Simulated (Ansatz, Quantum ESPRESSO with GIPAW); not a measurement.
# 13C and 1H NMR of KHCO2, calculated

Wanted: NMR shieldings and quadrupolar couplings for each site of KHCO2.

Main program and level: Quantum ESPRESSO with GIPAW 8.0dev (patched build); DFT, PBEsol, plane-wave PAW (pslibrary 1.0.0 recipes), scalar-relativistic, GIPAW; a patched development version of the program.

This is a report of a sequence of runs, with most program output left out.

### Step 1. Starting point

It takes space group Cmcm (No. 63, orthorhombic). Conventional cell: a = 5.931 Å, b = 6.951 Å, c = 7.052 Å, α = 90.00°, β = 90.00°, γ = 90.00°. Nearest to K lie 8 O at 2.86 to 3.02 Å. Nearest to O lie 1 C at 1.26 Å and 2 H at 2.04 to 2.56 Å and 4 K at 2.86 to 3.02 Å. Nearest to C lie 1 H at 1.12 Å and 2 O at 1.26 Å. Nearest to H lie 1 C at 1.12 Å. Farther neighbours and most contacts between anions are not listed.

The cell is a computed entry of the Materials Project; it need not be the form that is stable at ambient conditions.

This structure had its atoms relaxed beforehand (DFT, PBEsol, plane-wave PAW, default files (PAW set soft_2), scalar-relativistic, Ansatz), starting from the database entry, since shieldings follow bond lengths closely.

### Step 2. The SCF step

GIPAW is a response on top of the ground state, so the wavefunctions come first. Their errors pass straight into the induced current, hence the tight threshold. No empty states are asked for: the response is solved without them. The mesh has a spacing of 0.35 Å⁻¹ at most. The PAW files were made with ld1.x from the pslibrary 1.0.0 recipes, with GIPAW reconstruction switched on.

scf.in

```
&control
  calculation = 'scf'
  prefix = 'x'
  outdir = './tmp/'
  pseudo_dir = './'
/
&system
  ibrav = 0
  nat = 10
  ntyp = 4
  ecutwfc = 55
  ecutrho = 330
  nbnd = 26
/
&electrons
  conv_thr = 1.0d-10
  mixing_beta = 0.7
  electron_maxstep = 100
/
ATOMIC_SPECIES
  K 39.098 K.pbesol-spn-kjpaw_psl.1.0.0-gipaw.UPF
  O 15.999 O.pbesol-n-kjpaw_psl.1.0.0-gipaw.UPF
  C 12.011 C.pbesol-n-kjpaw_psl.1.0.0-gipaw.UPF
  H 1.008 H.pbesol-kjpaw_psl.1.0.0-gipaw.UPF
CELL_PARAMETERS angstrom
  2.96559700 -3.47558300 0.00000000
  2.96559700 3.47558300 0.00000000
  0.00000000 0.00000000 7.05183000
ATOMIC_POSITIONS crystal
  K -0.00000000 0.00000000 0.00000000
  K -0.00000000 0.00000000 0.50000000
  O 0.87658360 0.50260485 0.25000000
  O 0.50260485 0.87658360 0.75000000
  O 0.12341640 0.49739515 0.75000000
  O 0.49739515 0.12341640 0.25000000
  C 0.39600516 0.60399484 0.75000000
  C 0.60399484 0.39600516 0.25000000
  H 0.55738498 0.44261502 0.75000000
  H 0.44261502 0.55738498 0.25000000
K_POINTS automatic
  4 4 3 0 0 0
```

On the command line:

```bash
mpirun -np 4 pw.x -nk 4 -in scf.in > scf.out
```

Elapsed: 69 s, on 4 MPI ranks of Arm Neoverse V2, shared host; peak memory 0.84 GiB; 4.6 min of CPU time.

It converged in 37 cycles to an estimated accuracy of 6e-12 Ry, on 14 irreducible k-points.

### Step 3. Shieldings

The job finds the current that a weak uniform field induces (applied as a long wave, q_gipaw) and the field that this current makes at each nucleus. On atoms with p or d valence electrons much of the paramagnetic part arises close to the nucleus, where the PAW partial waves rebuild the true states. pawproj makes the reconstruction use the PAW data sets' own projectors.

nmr.in

```
&inputgipaw
  job = 'nmr'
  prefix = 'x'
  tmp_dir = './tmp/'
  restart_mode = 'from_scratch'
  verbosity = 'low'
  q_gipaw = 0.01
  spline_ps = .true.
  conv_threshold = 1.0d-14
  use_nmr_macroscopic_shape = .false.
  pawproj(1) = .true.
  pawproj(2) = .true.
  pawproj(3) = .true.
  pawproj(4) = .true.
/
```

On the command line:

```bash
mpirun -np 4 gipaw.x -in nmr.in > nmr.out
```

The job ended after 6.8 min (4 MPI ranks; peak memory 0.52 GiB; 27 min of CPU time).

The f-sum rule is met to 0.0055 of 52.1 (0.01 %). Converged shieldings require that this miss be small, but a small miss does not prove them.

From the symmetric part of each tensor, with principal values σ11 ≤ σ22 ≤ σ33: σ_iso is their mean, the span is σ33 − σ11 and the skew 3(σ_iso − σ22)/span. (gipaw.x prints an anisotropy in another convention.)

```
site  atom no.  atoms in cell  σ_iso (ppm)  span (ppm)   skew
   K         1              2       1202.3        21.1   0.91
   O         3              4        -63.0       482.9   0.22
   C         7              2        -10.3       148.9  -0.13
   H         9              2        14.48        9.85  -0.52
```

The macroscopic shape term is switched off. For a spherical sample the valence susceptibility of this run would add about 7 ppm to every site, a rough estimate, since the susceptibility converges slowly and lacks part of the PAW terms. Differences within the crystal don't depend on it, but shieldings of different compounds can't be compared to better than a few ppm without it.

In this run the largest span is that of O (site symmetry m), with principal values -286.9, -98.0 and 196.0 ppm. On H the most shielded direction lies along its short bond to C.

How the isotropic values are made up (ppm). The core part is that of the free atom's core; bare is the current of the smooth valence states; the last two are what the PAW spheres add to the diamagnetic and the paramagnetic current:

```
site    core   bare  reconstruction, dia  reconstruction, para
   K  1192.4  123.5                 -3.5                -110.0
   O   270.5  -21.1                 17.5                -329.9
   C   200.0  -85.7                  4.4                -129.0
   H     0.0   13.4                  1.1                   0.0
```

### Step 4. Quadrupolar couplings

2H, 17O and 39K have a quadrupole moment, which couples to the field gradient and broadens the lines. The gradient is a property of the ground-state density and needs no response; it is taken from a second code that counts the whole PAW charge. C_Q = eQV_zz/h, with Q = 0.00285783 barn for 2H, -0.02558 barn for 17O, 0.0603 barn for 39K.

This step: DFT, PBEsol, plane-wave PAW, default files (PAW set soft_2), scalar-relativistic, field gradients (Ansatz 0.2.0), on the same atoms.

input.yaml

```yaml
crystal:
  lattice:
    - [2.965597, -3.475583, 0.0]
    - [2.965597, 3.475583, 0.0]
    - [0.0, 0.0, 7.05183]
  atoms:
    - { symbol: K, position: [0.0, 0.0, 0.0] }
    - { symbol: K, position: [0.0, 0.0, 0.5] }
    - { symbol: O, position: [0.8765836022, 0.5026048535, 0.25] }
    - { symbol: O, position: [0.5026048535, 0.8765836022, 0.75] }
    - { symbol: O, position: [0.1234163978, 0.4973951465, 0.75] }
    - { symbol: O, position: [0.4973951465, 0.1234163978, 0.25] }
    - { symbol: C, position: [0.3960051563, 0.6039948437, 0.75] }
    - { symbol: C, position: [0.6039948437, 0.3960051563, 0.25] }
    - { symbol: H, position: [0.5573849752, 0.4426150248, 0.75] }
    - { symbol: H, position: [0.4426150248, 0.5573849752, 0.25] }
kpoints:
  mp_grid: { grid: [4, 4, 3] }
scf:
  occupations: { method: fixed }
hamiltonian:
  xc: pbesol
output:
  forces: false
  stress: false
  efg:
    quadrupole_moments_barn: { K: 0.0603, O: -0.02558, H: 0.00285783 }
```

On the command line:

```bash
ansatz run input.yaml --threads 4 --pin off --max-ram 8192MiB --backend cpu --events-out ev --progress --plain --runs-dir out
```

It took 0.98 s on 4 threads; peak memory 0.44 GiB; 2.9 s of CPU time.

The same from gipaw.x, job efg (1.8 s), which warns that it leaves out the neighbours' augmentation charge. V_zz in 10²¹ V/m²:

```
site   Ansatz  gipaw.x  η_Q, first  η_Q, second
   K    0.436    0.463        0.45         0.61
   O  -12.503  -12.644        0.33         0.30
   C    3.731    4.342        0.40         0.38
   H    2.342    2.442        0.00         0.03
```

Among gradients over 0.05 the ratio is farthest from one on C, by 16 %; the first column is used below.

Among nuclei of half-integer spin the second-order effect is largest for 17O on O (spin 5/2, C_Q 7.73 MHz): at 9.4 T it moves the centre of gravity of the MAS line by -126 ppm from δ_iso, and by a quarter of that at twice the field, by δ_Q = −(3/40)(C_Q/ν0)²(1 + η²/3)[I(I+1) − 3/4]/[I²(2I−1)²] × 10⁶ ppm with ν0 = 54.3 MHz.

### Step 5. Sites, surroundings and shifts

A shielding is counted from the bare nucleus and a shift from a reference compound, with the opposite sign. A fitted line does better than one reference, as its slope takes up part of the functional's error. For ¹H and ⁷Li, with little paramagnetic shielding, slope and scatter come mostly from geometry, vibration and the shape term.

Reference lines, from the same functional and files: 13C: δ = (162.2 − σ), zero at TMS, fitted to 6 measured values, from C, KHCO3, Li2CO3, MgCO3, Na2CO3 and SiC, with a scatter of 0.77 ppm r.m.s., on σ without the shape term; 1H: δ = (29.71 − σ) / 1.204, zero at TMS, fitted to 11 measured values, from Ca(BH4)2, Ca(OH)2, CsH2PO4, LiBH4, LiH, MgH2, NaH, NaOH and NH4H2PO4, with a scatter of 0.61 ppm r.m.s., with σ taken with the shape term of a sphere (6.6 ppm here). Kinds of site that fitted badly were split off after the misses were seen, so the scatter is that of the points kept.

Covalently bonded atoms count as neighbours within 1.18 times the sum of their radii. Otherwise a cation's neighbours lie within 1.2 times its shortest bond (1.3 for large cations, each anion's radius taken off where they differ), and an anion's are the cations that count it.

```
site  atom no.  atoms in cell  surroundings     bonds (Å)  δ_iso (ppm)  C_Q (MHz)   η_Q
   K         1              2           KO8  2.86 to 3.02            -       0.64  0.45
   O         3              4  bound to CK4  1.26 to 3.02            -       7.73  0.33
   C         7              2          CO2H  1.12 to 1.26        172.6          -     -
   H         9              2    bound to C         1.122         7.16      0.162  0.00
```

Simulated spectrum: 13C MAS at 20 kHz, 20 T (214.2 MHz), lines broadened by 0.8 ppm; rigid lattice, with dipolar and J couplings left out. Its lines over 1.5 % of the strongest:

```
δ (ppm)  area
  265.9  0.06
  172.6  1.00
   79.2  0.06
```

Spinning sidebands lie 93.4 ppm apart.

Simulated spectrum, 1H MAS at 30 kHz, 9.4 T (400.2 MHz), lines broadened by 0.5 ppm; rigid lattice, with dipolar and J couplings left out: a single narrow line at 7.16 ppm.

### Step 6. Cost against result

Each row names what was changed: another mesh tests the sampling of the zone; another cutoff tests the basis.

Changes of σ_iso (ppm) against the run above (PBEsol, cutoffs 55 and 330 Ry, mesh 4×4×3, 32 min). Times are CPU times of pw.x and gipaw.x together, on 4 MPI ranks of Arm Neoverse V2, shared host; on a shared host they are rough.

```
                  run  CPU time  f-sum miss     K     O     C      H
           mesh 5×5×4    60 min      0.0039  -0.0  +0.0  +0.0  -0.00
cutoffs 70 and 420 Ry    40 min      0.0025  +0.7  +0.4  -0.8  +0.03
```

The largest move is -0.8 ppm, on C, from cutoffs 70 and 420 Ry.

### Step 7. Summary of results

```
13C shift                        : 172.6 ppm
1H shift                         : 7.16 ppm
2H size of C_Q                   : 0.162 MHz
17O shielding without shape term : -63.0 ppm
17O size of C_Q                  : 7.73 MHz
39K shielding without shape term : 1202.3 ppm
39K size of C_Q                  : 0.64 MHz
```

What this shows: 13C has one site (CO2H), with isotropic shift 172.6 ppm. 1H has one site (bound to C), with isotropic shift 7.16 ppm. Going to mesh 5×5×4 changes no isotropic shielding by more than 0.019 ppm, so the main run is converged in that respect. Going to cutoffs 70 and 420 Ry changes no isotropic shielding by more than 0.76 ppm, so the main run is converged in that respect. Hydrogen's values are less sure: spans of ¹H carry errors of some ppm on PAW files, the bulk susceptibility matters on its narrow scale, and it is treated as a fixed classical nucleus at 0 K. In PBE checks against another PAW code, field gradients made this way came out 2 to 6 % larger on O (three silicas and corundum) and 10 % smaller on Al (corundum alone). This build of gipaw.x prints that it is not audited and that its numbers are no references by themselves. It also reports spline_ps as false although the input sets it; why was not traced.

[Logs are printed without paths, hosts, clocks, repeated set-up lines and the standing remarks that a program may print on its own settings, such as how far it seeks lower states.]

[Hosts, paths, dates, database ids (printed as entryN), source tags and the programs' standing remarks are cut or masked in the printed files.]

[Where no reference line passes its bar on scatter, no shift is given, so a measured shift of this compound may stand uncompared.]
